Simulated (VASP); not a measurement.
Crystal: AgBr.

```
Ag Br
1.0
     0.00000    2.87015    2.87015
     2.87015    0.00000    2.87015
     2.87015    2.87015    0.00000
Ag Br
1 1
Direct
  0.00000 0.00000 0.00000
  0.50000 0.50000 0.50000
```

Base run:

| Property | Result |
| --- | --- |
| Program | VASP 6.6.1 |
| Functional | r2SCAN |
| Potentials or basis | VASP PAW PBE potentials, release 64 (Ag, Br) |
| Cutoff | 520 eV |
| k mesh | 6 × 6 × 6 |
| Occupations | gaussian, width 0.02 eV |
| Spin | spin-orbit coupling, no magnetisation |

Its results: pressure 1.1 GPa.

The run is repeated on the same cell with these changes: functional from r2SCAN to HSE06. What comes out?

Pressure 1.9 GPa.

Caveats: the PAW data sets were made with another functional, which shifts forces and pressure a little.
